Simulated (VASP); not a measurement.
**Interstitial N in a supercell of InRh**

Aim: the formation energy and local structure of interstitial N in InRh. The start is a cell from a database of measured crystal structures.

Method: PBEsol; plane waves and PAW (In, Rh), in the first sound run; inputs show where later runs differ, in VASP 6.6.1.

## (1) The host crystal

The structure is cubic, space group Pm-3m (No. 221). Conventional cell: a = 3.196 Å, b = 3.196 Å, c = 3.196 Å, α = 90.00°, β = 90.00°, γ = 90.00°. Nearest to In lie 8 Rh at 2.77 Å. Nearest to Rh lie 8 In at 2.77 Å. Farther neighbours are not listed.

Structure file:

```cif
data_structure
_symmetry_space_group_name_H-M 'Pm-3m'
_symmetry_Int_Tables_number 221
_cell_length_a 3.1960
_cell_length_b 3.1960
_cell_length_c 3.1960
_cell_angle_alpha 90.000
_cell_angle_beta 90.000
_cell_angle_gamma 90.000
_cell_volume 32.65
loop_
_atom_site_label
_atom_site_type_symbol
_atom_site_symmetry_multiplicity
_atom_site_Wyckoff_symbol
_atom_site_fract_x
_atom_site_fract_y
_atom_site_fract_z
_atom_site_occupancy
In1 In 1 b 0.50000 0.50000 0.50000 1
Rh1 Rh 1 a 0.00000 0.00000 0.00000 1
```

## (2) Relaxing the host crystal

Cell and atoms are relaxed first, so that later runs start from this functional's own cell.

INCAR

```
SYSTEM = InRh
PREC = Accurate
ENCUT = 400
EDIFF = 1E-06
NELM = 120
ISMEAR = 1
SIGMA = 0.15
LREAL = .FALSE.
ALGO = Normal
GGA = PS
NBANDS = 12
LORBIT = 11
LWAVE = .FALSE.
LCHARG = .FALSE.
KPAR = 4
IBRION = 2
NSW = 40
ISIF = 3
EDIFFG = -0.02
POTIM = 0.4
```

POSCAR

```
InRh
1.0
    3.1960000000      0.0000000000      0.0000000000
    0.0000000000      3.1960000000      0.0000000000
    0.0000000000      0.0000000000      3.1960000000
In Rh
1 1
Direct
    0.5000000000      0.5000000000      0.5000000000
    0.0000000000      0.0000000000      0.0000000000
```

KPOINTS

```
Automatic mesh
0
Gamma
10 10 10
0 0 0
```

Potentials, in the order of the species: In and Rh (PBE family, release 64).

Started as:

```console
$ mpirun -np 4 vasp_std
```

What it wrote:

```text
[banner, memory and clock lines left out]
running    4 mpi-ranks, on    1 nodes
 distrk:  each k-point on    1 cores,    4 groups
 distr:  one band on    1 cores,    1 groups

 POSCAR found type information on POSCAR InRh
 POSCAR found :  2 types and       2 ions
|                                                                             |
|               ----> ADVICE to this user running VASP <----                  |
|                                                                             |
|     You enforced a specific xc type in the INCAR file but a different       |
|     [... a line on the potential file left out ...]
|     I HOPE YOU KNOW WHAT YOU ARE DOING!                                     |
|                                                                             |

 LDA part: xc-table for (Slater+PW92), standard interpolation
 POSCAR, INCAR and KPOINTS ok, starting setup
 FFT: planning ... GRIDC
 FFT: planning ... GRID_SOFT
 FFT: planning ... GRID
 WAVECAR not read
 entering main loop
       N       E                     dE             d eps       ncg     rms          rms(c)
DAV:   1     0.392481618662E+02    0.39248E+02   -0.42156E+03  1344   0.679E+02
DAV:   2    -0.113812795346E+02   -0.50629E+02   -0.48080E+02  1556   0.155E+02
DAV:   3    -0.123620276294E+02   -0.98075E+00   -0.97702E+00  1648   0.224E+01
DAV:   4    -0.123690621979E+02   -0.70346E-02   -0.70333E-02  1472   0.202E+00
DAV:   5    -0.123692358898E+02   -0.17369E-03   -0.17369E-03  1664   0.271E-01    0.829E+00
DAV:   6    -0.121370196089E+02    0.23222E+00   -0.96039E-01  1440   0.728E+00    0.373E+00
DAV:   7    -0.120537372786E+02    0.83282E-01   -0.24564E-01  1404   0.324E+00    0.248E+00
DAV:   8    -0.120074408133E+02    0.46296E-01   -0.53362E-02  1412   0.177E+00    0.548E-01
DAV:   9    -0.120073741868E+02    0.66627E-04   -0.56731E-04  1476   0.156E-01    0.201E-01
DAV:  10    -0.120070428635E+02    0.33132E-03   -0.30880E-04  1372   0.836E-02    0.120E-02
DAV:  11    -0.120070425401E+02    0.32344E-06   -0.53211E-06  1572   0.116E-02
   1 F= -.12007043E+02 E0= -.12005942E+02  d E =-.120070E+02
 curvature:   0.00 expect dE= 0.000E+00 dE for cont linesearch  0.000E+00
 trial: gam= 0.00000 g(F)=  0.000E+00 g(S)=  0.117E-02 ort = 0.000E+00 (trialstep = 0.100E+01)
 search vector abs. value=  0.117E-02
 bond charge predicted
       N       E                     dE             d eps       ncg     rms          rms(c)
DAV:   1    -0.120155037702E+02   -0.84609E-02   -0.13217E-01  1412   0.334E+00    0.693E-01
DAV:   2    -0.120091684639E+02    0.63353E-02   -0.91418E-02  1428   0.214E+00    0.308E-01
DAV:   3    -0.120070902887E+02    0.20782E-02   -0.10462E-02  1388   0.735E-01    0.687E-02
DAV:   4    -0.120070052528E+02    0.85036E-04   -0.24102E-04  1436   0.838E-02    0.166E-02
DAV:   5    -0.120070058686E+02   -0.61581E-06   -0.71329E-06  1452   0.159E-02
   2 F= -.12007006E+02 E0= -.12005910E+02  d E =0.366715E-04
 trial-energy change:    0.000037  1 .order    0.000040   -0.001171    0.001252
 step:   0.4833(harm=  0.4833)  dis= 0.00000  next Energy=   -12.007326 (dE=-0.283E-03)
 bond charge predicted
       N       E                     dE             d eps       ncg     rms          rms(c)
DAV:   1    -0.120096149797E+02   -0.26097E-02   -0.35350E-02  1420   0.173E+00    0.355E-01
DAV:   2    -0.120079271006E+02    0.16879E-02   -0.24757E-02  1428   0.111E+00    0.160E-01
DAV:   3    -0.120073606600E+02    0.56644E-03   -0.28345E-03  1388   0.380E-01    0.389E-02
DAV:   4    -0.120073296262E+02    0.31034E-04   -0.61336E-05  1424   0.430E-02    0.817E-03
DAV:   5    -0.120073298994E+02   -0.27323E-06   -0.18358E-06  1308   0.813E-03
   3 F= -.12007330E+02 E0= -.12006232E+02  d E =-.287359E-03
 curvature:  -0.24 expect dE=-0.634E-07 dE for cont linesearch -0.634E-07
 trial: gam= 0.00000 g(F)=  0.451E-67 g(S)=  0.262E-06 ort =-0.175E-04 (trialstep = 0.897E+00)
 search vector abs. value=  0.263E-06
 reached required accuracy - stopping structural energy minimisation
```

It took 16 s on 4 MPI ranks of AMD EPYC 7R43, shared host; peak memory 0.48 GiB; 60 s of CPU time.

Lines that name or quote the potential files are left out of all logs, and their timing lines are given in words.

From OUTCAR (step 2):

```text
ion  position               nearest neighbor table
   1  0.500  0.500  0.500-   2 2.77   2 2.77   2 2.77   2 2.77   2 2.77   2 2.77   2 2.77   2 2.77

  LATTYP: Found a simple cubic cell.
 ALAT       =     3.1960000000

 Subroutine GETGRP returns: Found 48 space group operations
 (whereof 48 operations were pure point group operations)

The static configuration has the point symmetry O_h .

 Found     56 irreducible k-points:

   k-points           NKPTS =     56   k-points in BZ     NKDIM =     56   number of bands    NBANDS=     12

   dimension x,y,z NGX =    24 NGY =   24 NGZ =   24
   dimension x,y,z NGXF=    48 NGYF=   48 NGZF=   48

   ENCUT  =  400.0 eV  29.40 Ry    5.42 a.u.   5.21  5.21  5.21*2*pi/ulx,y,z

   NELECT =      12.0000    total number of electrons

 k-points in reciprocal lattice and weights: Automatic mesh
   0.00000000  0.00000000  0.00000000       0.001
   0.10000000  0.00000000  0.00000000       0.006
   0.20000000  0.00000000  0.00000000       0.006
   0.30000000  0.00000000  0.00000000       0.006
   0.40000000  0.00000000  0.00000000       0.006
   0.50000000  0.00000000  0.00000000       0.003
   0.10000000  0.10000000  0.00000000       0.012
   0.20000000  0.10000000  0.00000000       0.024
   0.30000000  0.10000000  0.00000000       0.024
[...]
0.50000000  0.50000000  0.40000000       0.006
   0.50000000  0.50000000  0.50000000       0.001

 average (electrostatic) potential at core
       1 -32.6482       2 -63.3517

 E-fermi :   9.5006

 k-point     1 :       0.0000    0.0000    0.0000
  band No.  band energies     occupation
    ...
      2       5.9874      2.00000
      3       5.9874      2.00000
      4       8.2331      2.00000
      5       8.2331      2.00000
      6       8.2331      2.00000
      7      14.0511      0.00000
      8      14.0511      0.00000
      9      14.0511      0.00000
     10      20.5385      0.00000
     11      20.7296      0.00000
    ...

 k-point     2 :       0.1000    0.0000    0.0000
  band No.  band energies     occupation
    ...
      2       5.9899      2.00000
      3       6.0101      2.00000
      4       8.0489      2.00000
      5       8.0489      2.00000
      6       8.2219      2.00000
      7      13.1030      0.00000
      8      14.4491      0.00000
      9      14.4491      0.00000
     10      20.5690      0.00000
     11      20.6153      0.00000
    ...

 k-point     3 :       0.2000    0.0000    0.0000
  band No.  band energies     occupation
    ...
      2       5.9709      2.00000
      3       5.9964      2.00000
      4       7.6356      2.00000
      5       7.6356      2.00000
      6       8.1926      2.00000
      7      11.3893     -0.00000
      8      15.4997      0.00000
      9      15.4997      0.00000
     10      20.1696      0.00000
     11      20.5730      0.00000
    ...

  Total        0.0021293      0.0021293      0.0021293      0.0000000     -0.0000000      0.0000000
  in kB        0.1049199      0.1049199      0.1049199      0.0000000     -0.0000000      0.0000000
  external PRESSURE =       0.1049199 kB  Pullay stress =       0.0000000 kB

  energy-cutoff  :      400.00
  volume of cell :       32.52
      direct lattice vectors                 reciprocal lattice vectors
     3.191760354  0.000000000  0.000000000     0.313306730 -0.000000000 -0.000000000
     0.000000000  3.191760354 -0.000000000     0.000000000  0.313306730 -0.000000000
     0.000000000  0.000000000  3.191760354    -0.000000000  0.000000000  0.313306730

 POSITION                                       TOTAL-FORCE (eV/Angst)
 -----------------------------------------------------------------------------------
      1.59588      1.59588      1.59588         0.000000     -0.000000      0.000000
      0.00000      0.00000      0.00000        -0.000000      0.000000      0.000000
 -----------------------------------------------------------------------------------
    total drift:                                0.000000      0.000000      0.000000

  FREE ENERGIE OF THE ION-ELECTRON SYSTEM (eV)
  ---------------------------------------------------
  free  energy   TOTEN  =       -12.0073298994 eV

  energy  without entropy=      -12.0040354903  energy(sigma->0) =      -12.00623176

 reached required accuracy - stopping structural energy minimisation

 total charge
# of ion       s       p       d       tot
------------------------------------------
    1        1.197   1.620   0.337   3.153
    2        0.351   0.407   7.668   8.426
--------------------------------------------------
tot          1.548   2.027   8.005  11.579

[... 3 further parts left out ...]
```

The PAW data sets were made with PBE, which is usual practice but a small mismatch for other functionals. The data set In keeps the semicore shell frozen, which is cheaper and a little less accurate. The run keeps the 48 symmetry operations of its start, so it cannot find a distortion of lower symmetry.

Step by step:

| step | energy less that of the first step (eV) | largest force (eV/Å) | pressure (GPa) | volume (Å³) |
| --- | --- | --- | --- | --- |
| 1 | 0.0000 | 0.0000 | -0.70 | 32.65 |
| 2 | 0.0000 | 0.0000 | 0.75 | 32.38 |
| 3 | -0.0003 | 0.0000 | 0.01 | 32.52 |

| conventional cell, symmetrised | before | after | change |
| --- | --- | --- | --- |
| a (Å) | 3.196 | 3.192 | -0.1 % |
| b (Å) | 3.196 | 3.192 | -0.1 % |
| c (Å) | 3.196 | 3.192 | -0.1 % |
| volume (Å³/atom) | 16.32 | 16.26 | -0.4 % |

The relaxed structure:

```xyz
2
Lattice="3.1918 0.0000 0.0000 0.0000 3.1918 0.0000 0.0000 0.0000 3.1918" Properties=species:S:1:pos:R:3 pbc="T T T"
In    1.5959    1.5959    1.5959
Rh    0.0000    0.0000    0.0000
```

Numbers from this step:

```yaml
electronic_cycles: 21
electrons: 12
free_energy_toten: -12.01 eV
energy_at_zero_smearing: -12.01 eV
fermi_energy: 9.501 eV
labelled_metallic_from_the_levels_on_this_mesh: yes
```

The run ended after 3 ionic steps, 0.000 eV below its first step, once forces and stress met EDIFFG = -0.02.

(Part 1 of 5 ends here.)

[Lines on the potential files, build, host, timing and source positions are cut from VASP's logs without a mark.]

[Logs are printed without paths, hosts, clocks, repeated set-up lines and the standing remarks that a program may print on its own settings, such as how far it seeks lower states.]

[Hosts, paths, dates, database ids (printed as entryN), source tags and the programs' standing remarks are cut or masked in the printed files.]

[In band tables of VASP the shares of atoms and orbitals are scaled to a sum of 1 inside the atoms' spheres.]

[Runs that stopped without an error message from VASP are left out.]
